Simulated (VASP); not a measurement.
# Sn (Fd-3m) in VASP: band structure with PBE

Aim: the band structure of Sn with PBE.

Everything below comes from runs of VASP 6.6.1. Logs are shortened: lines on timing, memory, paths and dates and some standing lists are left out, and cuts for length are marked.

### Step 1. Starting point

It takes space group Fd-3m (No. 227, cubic). Conventional cell: a = 6.652 Å, b = 6.652 Å, c = 6.652 Å, α = 90.00°, β = 90.00°, γ = 90.00°. Sn (site symmetry -43m) is surrounded by 4 Sn at 2.88 Å.

This isn't the form of Sn at room conditions, which is tetragonal (white tin).

### Step 2. Band structure, PBE

INCAR reads:

```
SYSTEM = Sn
PREC = Accurate
ENCUT = 520
EDIFF = 1E-7
ISMEAR = 0
SIGMA = 0.02
LREAL = .False.
LASPH = .True.
NELM = 100
ALGO = Normal
ISIF = 2
LWAVE = .False.
LCHARG = .False.
GGA = PE
```

KPOINTS reads:

```
Automatic mesh
0
Gamma
  12 12 12
  0 0 0
```

POSCAR reads:

```
Sn                                      
1.0
    0.0000000000      3.3261007669      3.3261007669
    3.3261007669     -0.0000000000      3.3261007669
    3.3261007669      3.3261007669      0.0000000000
  Sn            
     2
Direct
     0.0000000000000000    0.0000000000000000    0.0000000000000000
     0.2500000000000000    0.2500000000000000    0.2500000000000000
```

KPOINTS_OPT reads:

```
path GXWKGLUWLK,UX
20
line-mode
reciprocal
 0.0000000000  0.0000000000  0.0000000000  G
 0.5000000000  0.0000000000  0.5000000000  X

 0.5000000000  0.0000000000  0.5000000000  X
 0.5000000000  0.2500000000  0.7500000000  W

 0.5000000000  0.2500000000  0.7500000000  W
 0.3750000000  0.3750000000  0.7500000000  K

 0.3750000000  0.3750000000  0.7500000000  K
 0.0000000000  0.0000000000  0.0000000000  G

 0.0000000000  0.0000000000  0.0000000000  G
 0.5000000000  0.5000000000  0.5000000000  L

 0.5000000000  0.5000000000  0.5000000000  L
 0.6250000000  0.2500000000  0.6250000000  U

 0.6250000000  0.2500000000  0.6250000000  U
 0.5000000000  0.2500000000  0.7500000000  W

 0.5000000000  0.2500000000  0.7500000000  W
 0.5000000000  0.5000000000  0.5000000000  L

 0.5000000000  0.5000000000  0.5000000000  L
 0.3750000000  0.3750000000  0.7500000000  K

 0.6250000000  0.2500000000  0.6250000000  U
 0.5000000000  0.0000000000  0.5000000000  X
```

Potentials or basis: VASP PAW PBE potentials, release 64 (Sn_d).

Run with:

```
$ cat potpaw_PBE.64/Sn_d/POTCAR > POTCAR
$ mpirun -np 1 vasp_std > vasp.out
```

OUTCAR:

```text
SYSTEM = Sn
   PREC = Accurate
   ENCUT = 520
   EDIFF = 1E-7
   ISMEAR = 0
   LREAL = .False.
   LASPH = .True.
   NELM = 100
   ISIF = 2
   GGA = PE

 ion  position               nearest neighbor table
   1  0.000  0.000  0.000-   2 2.88   2 2.88   2 2.88   2 2.88
   2  0.250  0.250  0.250-   1 2.88   1 2.88   1 2.88   1 2.88

  LATTYP: Found a face centered cubic cell.
 ALAT       =     6.6522015338

  Lattice vectors:

 A1 = (   0.0000000000,   3.3261007669,   3.3261007669)
 A2 = (   3.3261007669,   0.0000000000,   3.3261007669)
 A3 = (   3.3261007669,   3.3261007669,   0.0000000000)

Analysis of symmetry for initial positions (statically):
=====================================================================
 Subroutine PRICEL returns:
 Original cell was already a primitive cell.

 Routine SETGRP: Setting up the symmetry group for a
 face centered cubic supercell.

 Subroutine GETGRP returns: Found 48 space group operations
 (whereof 24 operations were pure point group operations)
 out of a pool of 48 trial point group operations.

The static configuration has the point symmetry T_d .
 The point group associated with its full space group is O_h .

Analysis of symmetry for dynamics (positions and initial velocities):
=====================================================================
 Subroutine PRICEL returns:
 Original cell was already a primitive cell.

 Routine SETGRP: Setting up the symmetry group for a
 face centered cubic supercell.

 Subroutine GETGRP returns: Found 48 space group operations
 (whereof 24 operations were pure point group operations)
 out of a pool of 48 trial point group operations.

The dynamic configuration has the point symmetry T_d .
 The point group associated with its full space group is O_h .

 Subroutine INISYM returns: Found 48 space group operations
 (whereof 24 operations are pure point group operations),
 and found     1 'primitive' translations

----------------------------------------------------------------------------------------

                                     Primitive cell

  volume of cell :      73.5929

  direct lattice vectors                    reciprocal lattice vectors
     0.000000000  3.326100767  3.326100767    -0.150326173  0.150326173  0.150326173
     3.326100767  0.000000000  3.326100767     0.150326173 -0.150326173  0.150326173
     3.326100767  3.326100767  0.000000000     0.150326173  0.150326173 -0.150326173

  length of vectors
     4.703816814  4.703816814  4.703816814     0.260372570  0.260372570  0.260372570

  position of ions in fractional coordinates (direct lattice)
     0.000000000  0.000000000  0.000000000
     0.250000000  0.250000000  0.250000000

  ion indices of the primitive-cell ions
   primitive index   ion index
                 1           1
                 2           2

----------------------------------------------------------------------------------------

 KPOINTS: Automatic mesh

Automatic generation of k-mesh.
 Grid dimensions read from file:
 generate k-points for:   12   12   12

 Generating k-lattice:

  Cartesian coordinates                     Fractional coordinates (reciprocal lattice)
    -0.012527181  0.012527181  0.012527181     0.083333333  0.000000000  0.000000000
     0.012527181 -0.012527181  0.012527181     0.000000000  0.083333333  0.000000000
     0.012527181  0.012527181 -0.012527181     0.000000000  0.000000000  0.083333333

  Length of vectors
     0.021697714  0.021697714  0.021697714

  Shift w.r.t. Gamma in fractional coordinates (k-lattice)
     0.000000000  0.000000000  0.000000000

 Subroutine IBZKPT returns following result:
 ===========================================

 Found     72 irreducible k-points:

 Following reciprocal coordinates:
            Coordinates               Weight
  0.000000  0.000000  0.000000      1.000000
  0.083333  0.000000  0.000000      8.000000
  0.166667  0.000000  0.000000      8.000000
  0.250000  0.000000  0.000000      8.000000
  0.333333  0.000000  0.000000      8.000000
  0.416667  0.000000  0.000000      8.000000
[... 16 lines left out ...]
  0.500000  0.166667  0.000000     24.000000
 -0.416667  0.166667  0.000000     24.000000
 [... further k-points ...]
   k-points           NKPTS =     72   k-points in BZ     NKDIM =     72   number of bands    NBANDS=     18
   number of dos      NEDOS =    301   number of ions     NIONS =      2
   total plane-waves  NPLWV =  46656
   dimension x,y,z NGX =    36 NGY =   36 NGZ =   36
   dimension x,y,z NGXF=    72 NGYF=   72 NGZF=   72
   ions per type =               2
   NGX,Y,Z   is equivalent  to a cutoff of  12.72, 12.72, 12.72 a.u.
   NGXF,Y,Z  is equivalent  to a cutoff of  25.45, 25.45, 25.45 a.u.
 SYSTEM =  Sn
   PREC   = accura    normal or accurate (medium, high low for compatibility)
   ISTART =      0    job   : 0-new  1-cont  2-samecut
   ICHARG =      2    charge: 1-file 2-atom 10-const
   ISPIN  =      1    spin polarized calculation?
   LNONCOLLINEAR =      F non collinear calculations
   LSORBIT =      F    spin-orbit coupling
   LASPH  =      T    aspherical Exc in radial PAW
   ENCUT  =  520.0 eV  38.22 Ry    6.18 a.u.   8.75  8.75  8.75*2*pi/ulx,y,z
   NELM   =    100;   NELMIN=  2; NELMDL= -5     # of ELM steps
   EDIFF  = 0.1E-06   stopping-criterion for ELM
   LREAL  =      F    real-space projection
   EDIFFG = 0.1E-05   stopping-criterion for IOM
   NSW    =      0    number of steps for IOM
   IBRION =     -1    ionic relax: 0-MD 1-quasi-New 2-CG
   NFREE  =      0    steps in history (QN), initial steepest desc. (CG)
   ISIF   =      2    stress and relaxation
   ISYM   =      2    0-nonsym 1-usesym 2-fastsym
   POTIM  = 0.5000    time-step for ionic-motion
   TEBEG  =    0.0;   TEEND  =   0.0 temperature during run
   PSTRESS=    0.0 pullay stress
   NELECT =      28.0000    total number of electrons
   NUPDOWN=      -1.0000    fix difference up-down
   EMIN   =  10.00;   EMAX   =-10.00  energy-range for DOS
   EFERMI =   0.00;   METHOD = LEGACY
   ISMEAR =     0;   SIGMA  =   0.02  broadening in eV -4-tet -1-fermi 0-gaus
   EFERMI_NEDOS =   21; number of points for ismear=-14 and -15
   IALGO  =     38    algorithm
   IMIX   =      4    mixing-type and parameters
     AMIX     =   0.40;   BMIX     =  1.00
     AMIX_MAG =   1.60;   BMIX_MAG =  1.00
  volume/ion in A,a.u.               =      36.80       248.31
  Fermi-wavevector in a.u.,A,eV,Ry     =   1.186266  2.241718 19.146488  1.407227
  Thomas-Fermi vector in A             =   2.322442
   LORBIT       =      0    0 simple, 1 ext, 2 COOP (PROOUT), +10 PAW based schemes
   GGA     = PE    functional components
   LHFCALC =     F    Hartree Fock is set to
   AEXX    =    0.0000 exact exchange contribution
   IVDW    =     0    specifies the selected vdW correction
   LEPSILON=     F    determine dielectric tensor
   LRPA    =     F    only Hartree local field effects (RPA)
 non-spin polarized calculation
 Gauss-broadening in eV      SIGMA  =   0.02
  energy-cutoff  :      520.00
  volume of cell :       73.59
 maximum number of plane-waves:      2006
   NGX = 17   NGY = 17   NGZ = 17

 number of electron      28.0000006 magnetization

 Free energy of the ion-electron system (eV)
  ---------------------------------------------------
  ext. energy  EPLUGINS =         0.00000000
  ---------------------------------------------------
  free energy    TOTEN  =        -7.69237270 eV

  energy without entropy =       -7.69221317  energy(sigma->0) =       -7.69229294

 E-fermi :   4.8477     XC(G=0):  -8.5554

 val. band max:        4.8467979517   @ k =   0.0833   0.0000   0.0000
 cond. band min:       4.9091290680   @ k =   0.3333   0.0000   0.0000
 fundamental gap:      0.0623311163
 Fermi energy:         4.8477300490

 k-point     1 :       0.0000    0.0000    0.0000
  band No.  band energies     occupation
      1     -16.6688      2.00000
      2     -16.6688      2.00000
      3     -16.6688      2.00000
      4     -16.6188      2.00000
      5     -16.6188      2.00000
      6     -16.3656      2.00000
[... 10 lines left out ...]
     17       7.0331      0.00000
     18       7.0331      0.00000

 k-point     2 :       0.0833    0.0000    0.0000
  band No.  band energies     occupation
      1     -16.6732      2.00000
      2     -16.6732      2.00000
      3     -16.6673      2.00000
      4     -16.6127      2.00000
      5     -16.6127      2.00000
      6     -16.3791      2.00000
[... 10 lines left out ...]
     17       7.1966      0.00000
     18       7.2754      0.00000

 k-point     3 :       0.1667    0.0000    0.0000
  band No.  band energies     occupation
      1     -16.6818      2.00000
      2     -16.6818      2.00000
      3     -16.6633      2.00000
      4     -16.5999      2.00000
      5     -16.5999      2.00000
      6     -16.3931      2.00000
[... 10 lines left out ...]
     17       7.5509      0.00000
     18       8.0436      0.00000

 k-point     4 :       0.2500    0.0000    0.0000
  band No.  band energies     occupation
      1     -16.6895      2.00000
      2     -16.6895      2.00000
      3     -16.6576      2.00000
      4     -16.5869      2.00000
      5     -16.5869      2.00000
      6     -16.4048      2.00000
[... 10 lines left out ...]
     17       7.8735      0.00000
     18       9.1064      0.00000

 k-point     5 :       0.3333    0.0000    0.0000
  band No.  band energies     occupation
      1     -16.6948      2.00000
      2     -16.6948      2.00000
      3     -16.6518      2.00000
      4     -16.5769      2.00000
      5     -16.5769      2.00000
      6     -16.4130      2.00000
[... 10 lines left out ...]
     17       8.0401      0.00000
     18      10.2507      0.00000

 k-point     6 :       0.4167    0.0000    0.0000
  band No.  band energies     occupation
      1     -16.6977      2.00000
      2     -16.6977      2.00000
      3     -16.6473      2.00000
      4     -16.5712      2.00000
      5     -16.5712      2.00000
      6     -16.4174      2.00000
[... 307 lines left out ...]
 k-point    21 :       0.3333    0.1667    0.0000
  band No.  band energies     occupation
      1     -16.7030      2.00000
      2     -16.6935      2.00000
      3     -16.6525      2.00000
      4     -16.5778      2.00000
      5     -16.5487      2.00000
      6     -16.4597      2.00000
[... 10 lines left out ...]
     17       9.0205      0.00000
     18       9.1087      0.00000

 k-point    22 :       0.4167    0.1667    0.0000
  band No.  band energies     occupation
      1     -16.7118      2.00000
      2     -16.6989      2.00000
      3     -16.6371      2.00000
      4     -16.5656      2.00000
      5     -16.5428      2.00000
      6     -16.4632      2.00000
[... 10 lines left out ...]
     17       9.1040      0.00000
     18       9.2889      0.00000

 k-point    23 :       0.5000    0.1667    0.0000
  band No.  band energies     occupation
      1     -16.7169      2.00000
      2     -16.7029      2.00000
      3     -16.6244      2.00000
      4     -16.5552      2.00000
      5     -16.5459      2.00000
      6     -16.4566      2.00000
[... 10 lines left out ...]
     17       8.9579      0.00000
     18      10.0021      0.00000

 k-point    24 :      -0.4167    0.1667    0.0000
  band No.  band energies     occupation
      1     -16.7175      2.00000
      2     -16.7051      2.00000
      3     -16.6184      2.00000
      4     -16.5558      2.00000
      5     -16.5482      2.00000
      6     -16.4414      2.00000
[... 10 lines left out ...]
     17       8.7599      0.00000
     18      10.6970      0.00000

 [... further k-points ...]

------------------------ aborting loop because EDIFF is reached ----------------------------------------

  FORCE on cell =-STRESS in cart. coord.  units (eV):
  Direction    XX          YY          ZZ          XY          YZ          ZX
  --------------------------------------------------------------------------------------
  -------------------------------------------------------------------------------------
  Total        0.0008405      0.0008405      0.0008405     -0.0000000      0.0000000     -0.0000000
  in kB        0.0182979      0.0182979      0.0182979     -0.0000000      0.0000000     -0.0000000
  external PRESSURE =       0.0182979 kB  Pullay stress =       0.0000000 kB

 VOLUME and BASIS-vectors are now :
 -----------------------------------------------------------------------------
  energy-cutoff  :      520.00
  volume of cell :       73.59
      direct lattice vectors                 reciprocal lattice vectors
     0.000000000  3.326100767  3.326100767    -0.150326173  0.150326173  0.150326173
     3.326100767  0.000000000  3.326100767     0.150326173 -0.150326173  0.150326173
     3.326100767  3.326100767  0.000000000     0.150326173  0.150326173 -0.150326173

 POSITION                                       TOTAL-FORCE (eV/Angst)
 -----------------------------------------------------------------------------------
      0.00000      0.00000      0.00000         0.000000      0.000000     -0.000000
      1.66305      1.66305      1.66305        -0.000000     -0.000000      0.000000
 -----------------------------------------------------------------------------------
    total drift:                                0.000000      0.000000      0.000000

  FREE ENERGIE OF THE ION-ELECTRON SYSTEM (eV)
  ---------------------------------------------------
  free  energy   TOTEN  =        -7.6923727029 eV

  energy  without entropy=       -7.6922131714  energy(sigma->0) =       -7.69229294
```

Run time: 2.9 min. Hardware: 1 thread of Intel Xeon Platinum 8488C (Sapphire Rapids), shared host; peak memory 0.29 GiB.

What came out:

| Quantity | Value |
| --- | --- |
| Free energy | -7.6924 eV |
| Pressure | 0.0 GPa |
| Band gap along the path | none (metal or under the smearing width) |

Levels at the corners of the path, in eV from the Fermi level:
```
point  band 12  band 13  band 14  band 15  band 16  band 17
    Γ    -1.10     0.12     0.12     0.12     2.19     2.19
    X    -7.24    -2.19    -2.19     0.94     0.94     7.30
    X    -7.24    -2.19    -2.19     0.94     0.94     7.30
    W    -7.19    -2.70    -2.70     3.24     3.24     4.05
    W    -7.19    -2.70    -2.70     3.24     3.24     4.05
    K    -6.78    -3.01    -1.86     1.17     3.28     5.49
    K    -6.78    -3.01    -1.86     1.17     3.28     5.49
    Γ    -1.10     0.12     0.12     0.12     2.19     2.19
    Γ    -1.10     0.12     0.12     0.12     2.19     2.19
    L    -6.00    -0.97    -0.97    -0.10     3.24     3.24
    L    -6.00    -0.97    -0.97    -0.10     3.24     3.24
    U    -6.78    -3.01    -1.86     1.17     3.28     5.49
    U    -6.78    -3.01    -1.86     1.17     3.28     5.49
    W    -7.19    -2.70    -2.70     3.24     3.24     4.05
    W    -7.19    -2.70    -2.70     3.24     3.24     4.05
    L    -6.00    -0.97    -0.97    -0.10     3.24     3.24
    L    -6.00    -0.97    -0.97    -0.10     3.24     3.24
    K    -6.78    -3.01    -1.86     1.17     3.28     5.49
    U    -6.78    -3.01    -1.86     1.17     3.28     5.49
    X    -7.24    -2.19    -2.19     0.94     0.94     7.30
```

Caveat: spin-orbit coupling is left out, which moves the levels of the heavy elements.
